A density functional can use the electron density alone (LDA), its gradient as well (GGA), or also the kinetic-energy density of the orbitals (meta-GGA). Does each added ingredient widen the computed gap of GaN, or does the way it is used matter more? The table sets twelve functionals to work on one fixed cell, with three gaps still hidden.

GPAW 26.7.0, plane-wave PAW DFT with an 800 eV cutoff, for wurtzite GaN in one fixed cell. All runs use a 7 × 7 × 4 k-point mesh and Fermi-Dirac smearing of 0.05 eV. Gaps are taken along a band path through special points, with spin-orbit coupling added after the self-consistent calculation.

```tsv
functional	potentials	gap on path (eV)	direct gap on path (eV)
LDA	GPAW-PAW-data-sets-(gpaw-data-1.2.1)	2.110	2.110
revPBE	GPAW-PAW-data-sets-(gpaw-data-1.2.1)	2.097	2.097
BLYP	PAW-data-sets-made-by gpaw-setup-for-the-functional	2.203	2.203
BEEF-vdW	GPAW-PAW-data-sets-(gpaw-data-1.2.1)	2.190	2.190
C09-vdW	GPAW-PAW-data-sets-(gpaw-data-1.2.1)	2.101	2.101
OLYP	PAW-data-sets-made-by gpaw-setup-for-the-functional	2.248	2.248
PW91	PAW-data-sets-made-by gpaw-setup-for-the-functional	2.081	2.081
TPSS	GPAW-PAW-data-sets-(gpaw-data-1.2.1)	1.944	1.944
mBEEF	GPAW-PAW-data-sets-(gpaw-data-1.2.1)	2.512	2.512
r4SCAN	GPAW-PAW-data-sets-(gpaw-data-1.2.1)	?	?
revTPSS	GPAW-PAW-data-sets-(gpaw-data-1.2.1)	?	?
vdW-DF2	GPAW-PAW-data-sets-(gpaw-data-1.2.1)	?	?
```

The first seven rows, LDA to PW91, do without the kinetic-energy density. Their gaps span only 0.17 eV, and revPBE lies marginally below LDA, so adding the gradient does not reliably open the gap. The seven share one trait: each gives every orbital the same multiplicative potential. In these approximations that potential lacks the jump that the exact one makes when an electron is added across the gap, which is a main reason why these gaps fall far short of the measured one, roughly 3.4 eV.

The order within this group should not be taken for the order in relaxed crystals. In the shared cell the calculated pressure is 17 GPa higher with BLYP than with LDA, so BLYP would expand the crystal more, and expansion narrows the gap of GaN. With a rough coefficient of 0.04 eV per GPa, the shift between the two would be some tenths of an eV. That could overturn BLYP's present lead of 0.09 eV.

TPSS and mBEEF, the next two rows, both use the kinetic-energy density, yet they take the lowest and the highest known gap. TPSS lies 0.20 eV below the mean of the first seven and mBEEF 0.36 eV above it. The set of ingredients, often called the rung of a functional, therefore does not settle even the direction of the change.

Theory points to how exchange responds to an indicator called $\alpha$. It is zero where a single orbital makes up the density and one in a uniform electron gas. A meta-GGA adds an operator that acts on the slopes of the orbitals, so occupied and empty states can feel different shifts. If exchange binding weakens as $\alpha$ grows, extra kinetic-energy density costs energy, and this generally pushes empty states up relative to occupied ones.

The SCAN family, to which r4SCAN belongs, is built with such a weakening, and mBEEF is assumed here to resemble it. TPSS and revTPSS respond to $\alpha$ more weakly. Where the density is nearly flat and $\alpha$ exceeds one, their exchange binding even strengthens slightly as $\alpha$ grows, which is expected to pull the gap the other way. So TPSS need not open the gap, though whether this is what puts it below the GGAs is not tested here. The table has no column for $\alpha$, so this mechanism rests on theory.

The last three rows can now be forecast from their relatives. For vdW-DF2, which has no kinetic-energy density, the model is a single constant fitted to the first seven rows:

$$\frac{2.110+2.097+2.203+2.190+2.101+2.248+2.081}{7}=2.147\ \text{eV}.$$

Its nonlocal correlation should not open the gap much, so the forecast is $2.15\pm0.13$ eV, inside or close to the band of the seven. The error bar is about twice their scatter.

Each hidden meta-GGA takes the gap of its nearest known relative. For r4SCAN that is mBEEF, which gives $2.51\pm0.25$ eV, a range that begins just above the band; the wide bar allows for a distant kinship. For revTPSS it is TPSS, which gives $1.94\pm0.15$ eV, near or below the band's lower edge. These two bars are judgements, since one known relative cannot supply a scatter.

The withheld rows as computed:

```tsv
functional	potentials	gap on path (eV)	direct gap on path (eV)
r4SCAN	GPAW-PAW-data-sets-(gpaw-data-1.2.1)	2.488	2.488
revTPSS	GPAW-PAW-data-sets-(gpaw-data-1.2.1)	1.869	1.869
vdW-DF2	GPAW-PAW-data-sets-(gpaw-data-1.2.1)	2.217	2.217
```

All three gaps fall inside their ranges. The value for r4SCAN is only 0.02 eV below its forecast, much closer than the bar gave reason to expect. That supports mBEEF as a guide in this crystal, but does not prove that $\alpha$ acts alike in both functionals. The r4SCAN run is also flagged for grid noise, because its forces do not sum to zero. The noise splits levels that symmetry should keep equal, though only by a few thousandths of an eV.

The other two misses are larger. The gap of revTPSS is 0.075 eV below its forecast, so the revision carries it further from the GGAs, for a reason these data do not isolate. The gap of vdW-DF2 is 0.07 eV above its forecast, a miss of the same size as the scatter among the seven. Its exchange and its correlation both differ from theirs, and the table cannot divide the miss between them.

A forecast by rung does much worse. Giving both hidden meta-GGAs the mean of TPSS and mBEEF, 2.23 eV, puts r4SCAN 0.26 eV too low and revTPSS 0.36 eV too high. The printed output sets the two forecasts side by side. For both hidden meta-GGAs, then, a functional thought to treat $\alpha$ in a similar way was a better guide than the average over the rung. Two cases are too few to make that a rule.

A wider gap is still not a gap ready for use. These calculations freeze the gallium 3d electrons in the core. Left free, those electrons would repel the nitrogen 2p states, raise the valence edge and narrow the gap. Even the mBEEF value, the largest here, is therefore flattered, and it still lies about 0.9 eV below the measured gap. The meta-GGA and van der Waals rows probably also use atomic cores made for another functional, which adds an error of unknown size. The spin-orbit splittings are flagged as too wide, but the coupling narrows all twelve gaps by nearly the same amount, less than 0.01 eV, so it does not set their order. An engineer modelling a GaN transistor should not estimate breakdown fields from any of these gaps uncorrected.

Printed output of the fit:

```
fit of gap_on_path on 7 rows (meta == 0): constant 2.147 +/- 0.025; rms 0.0604, worst OLYP -0.101, leave-one-out rms 0.0705
  rows outside the fit (model, value, miss): TPSS 2.147, 1.944, 0.203; mBEEF 2.147, 2.512, -0.365; r4SCAN 2.147, 2.488, -0.341; revTPSS 2.147, 1.869, 0.278; vdW-DF2 2.147, 2.217, -0.0699
Forecast by construction and by rung in eV:
       row  forecast  error_bar  computed  forecast_less_computed  rung_forecast  rung_less_computed
       LDA     2.147          0      2.11                 0.03714          2.147             0.03714
    revPBE     2.147          0     2.097                 0.05014          2.147             0.05014
      BLYP     2.147          0     2.203                -0.05586          2.147            -0.05586
  BEEF-vdW     2.147          0      2.19                -0.04286          2.147            -0.04286
   C09-vdW     2.147          0     2.101                 0.04614          2.147             0.04614
      OLYP     2.147          0     2.248                 -0.1009          2.147             -0.1009
      PW91     2.147          0     2.081                 0.06614          2.147             0.06614
      TPSS     1.944          0     1.944                       0          2.228               0.284
     mBEEF     2.512          0     2.512                       0          2.228              -0.284
    r4SCAN     2.512       0.25     2.488                   0.024          2.228               -0.26
   revTPSS     1.944       0.15     1.869                   0.075          2.228               0.359
   vdW-DF2     2.147       0.13     2.217                -0.06986          2.147            -0.06986
withheld rows inside their error bars (count): 3
mean absolute miss of withheld rows, by construction (eV): 0.05629
mean absolute miss of withheld rows, by rung (eV): 0.2296
mBEEF gap less TPSS gap (eV): 0.568
full spread of the seven known functionals without kinetic-energy density (eV): 0.167
mBEEF gap less mean of the seven (eV): 0.3649
TPSS gap less mean of the seven (eV): -0.2031
BLYP gap less PW91 gap (eV): 0.122
OLYP gap less BLYP gap (eV): 0.045
BLYP gap less LDA gap (eV): 0.093
smallest narrowing by spin-orbit coupling (eV): 0.006817
largest narrowing by spin-orbit coupling (eV): 0.00845
BLYP pressure less LDA pressure in the fixed cell (GPa): 16.59
order of magnitude of the relative gap shift on relaxation, BLYP against LDA (eV): 0.6635
```
